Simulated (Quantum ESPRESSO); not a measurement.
KI under changes of volume

One of the cells (44.091 Å³/atom); the others are scaled copies at fixed shape and fractional positions:

```
I K
1.0
     0.00000    3.53277    3.53277
     3.53277    0.00000    3.53277
     3.53277    3.53277    0.00000
I K
1 1
Cartesian
  3.5328 3.5328 3.5328
  0.0000 0.0000 0.0000
```

- Program: Quantum ESPRESSO 7.5
- Functional: PBE
- Dispersion: D3(BJ)
- Potentials or basis: PseudoDojo 0.4.1 SR PBE standard
- Cutoff: 1007 eV
- Density cutoff: 4027 eV
- k mesh: 7 × 7 × 7
- Occupations: fermi-dirac, width 0.05 eV
- Spin: no spin polarisation

```csv
volume (Å³/atom),energy over the lowest point (meV/atom),pressure (GPa),gap on the mesh (eV)
41.445,3.12,0.6,4.11
42.327,?,?,?
43.209,0.00,0.0,4.01
44.091,0.70,-0.3,3.96
44.973,2.69,-0.5,3.92
45.854,5.81,-0.7,3.87
46.736,9.96,-0.8,3.83
```

Task: What does the run at 42.327 Å³/atom give?

Result: Energy over the lowest point 0.75 meV/atom; pressure 0.3 GPa; gap on the mesh 4.06 eV.

Worked out: A Birch-Murnaghan fit of order 3 (a polynomial in V^(-2/3)) to the other rows has its minimum at 43.21 Å³/atom with B0 = V·E''(V) = 12.9 GPa and B' = 4.8. It gives 0.75 meV/atom at 42.327 Å³/atom, against the run's 0.75, and -dE/dV = 0.3 GPa, against 0.3. A straight line through the other rows of the gap, of slope -2.33 eV per unit of ln V (its deformation potential), gives 4.06 eV, against the run's 4.06.

Energies are extrapolated to zero smearing.

Caveats: spin-orbit coupling is left out, which moves the levels of the heavy elements; an odd mesh through Γ misses points on the zone boundary, where band edges often lie (some runs).
